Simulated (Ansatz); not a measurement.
# AgCl: response to strain

Aim: deform AgCl (zz strain of +1 %) and compute stress, forces and field gradients with LAPW, PAW and all-electron datasets made for the crystal.

Program: Ansatz 0.2.0. Level of theory: DFT PBE, scalar-relativistic. These are calculated values, not measurements.

### 1 The system as given

Symmetry: Fm-3m, No. 225, cubic system. Conventional cell: a = 5.546 Å, b = 5.546 Å, c = 5.546 Å, α = 90.00°, β = 90.00°, γ = 90.00°. Ag (site symmetry m-3m) is surrounded by 6 Cl at 2.77 Å. Cl (site symmetry m-3m) is surrounded by 6 Ag at 2.77 Å.

Structure file:

```cif
data_structure
_symmetry_space_group_name_H-M 'P 1'
_symmetry_Int_Tables_number 1
_cell_length_a 3.9218
_cell_length_b 3.9218
_cell_length_c 3.9218
_cell_angle_alpha 60.000
_cell_angle_beta 60.000
_cell_angle_gamma 60.000
_cell_volume 42.65
loop_
_atom_site_label
_atom_site_type_symbol
_atom_site_fract_x
_atom_site_fract_y
_atom_site_fract_z
_atom_site_occupancy
Ag1 Ag 0.50000 0.50000 0.50000 1
Cl1 Cl 0.00000 0.00000 0.00000 1
```

Atoms are numbered in the order of the input: Ag1, Cl2.

### 2 After the deformation

Space group Fm-3m before, I4/mmm after.

### 3 All-electron LAPW

Input file input.yaml:

```yaml
crystal:
  lattice:
    - [0.0, 2.77315, 2.8008815]
    - [2.77315, 0.0, 2.8008815]
    - [2.77315, 2.77315, 0.0]
  atoms:
    - { symbol: Ag, position: [0.5, 0.5, 0.5] }
    - { symbol: Cl, position: [0.0, 0.0, 0.0] }
kpoints:
  mp_grid: { grid: [8, 8, 8] }
  band_path:
    path:
      - [0.0, 0.0, 0.0]
      - [0.0, 0.5, 0.5]
      - [0.25, 0.75, 0.5]
      - [0.0, 0.5, 0.0]
      - [0.0, 0.0, 0.0]
      - [0.5, 0.5, 0.0]
      - [0.3725370062, 0.6274629938, 0.0]
      - [-0.3725370062, 0.3725370062, 0.0]
      - [0.0, 0.0, 0.0]
    npoints: 5
scf:
  occupations: { method: fermi_dirac, width: 0.02 }
hamiltonian:
  xc: pbe
  pseudopotentials: { kind: all_electron, lapw: { basis_error: 0.0005 } }
output:
  forces: true
  stress: true
  eigenvalues: true
```

Started as:

```sh
$ ansatz run input.yaml --threads 1 --pin off --max-ram 3072MiB --backend cpu --events-out ev --progress --plain --runs-dir out
```

### 4 PAW on the default files

Input file input.yaml:

```yaml
crystal:
  lattice:
    - [0.0, 2.77315, 2.8008815]
    - [2.77315, 0.0, 2.8008815]
    - [2.77315, 2.77315, 0.0]
  atoms:
    - { symbol: Ag, position: [0.5, 0.5, 0.5] }
    - { symbol: Cl, position: [0.0, 0.0, 0.0] }
kpoints:
  mp_grid: { grid: [8, 8, 8] }
scf:
  occupations: { method: fermi_dirac, width: 0.02 }
hamiltonian:
  xc: pbe
  pseudopotentials: { kind: paw }
output:
  forces: true
  stress: true
  eigenvalues: true
  efg: { contact_densities: true }
```

### 5 Datasets made for this crystal

Edit input.yaml of step 4 so:

```diff
@@ -14,3 +14,3 @@
   xc: pbe
-  pseudopotentials: { kind: paw }
+  pseudopotentials: { kind: all_electron, datasets: crystal }
 output:
```

(Steps that only read results are left out.)

**Question.** What will these runs give? Wanted: pressure; largest shear or deviatoric stress.

As calculated:

```
                                 quantity                                           value
                                 pressure  LAPW 1.13, PAW 1.13, crystal datasets 1.14 GPa
largest shear or deviatoric stress (LAPW)                                        0.15 GPa
```

In words: The largest part of the stress beyond the pressure is 0.15 GPa in size, in the zz component; the atoms are carried along and not relaxed. No run of the undeformed cell stands beside it, so the pressure holds what the given cell had before the change. PAW: stress within 0.01 GPa of LAPW. Crystal datasets: stress within 0.01 GPa of LAPW.
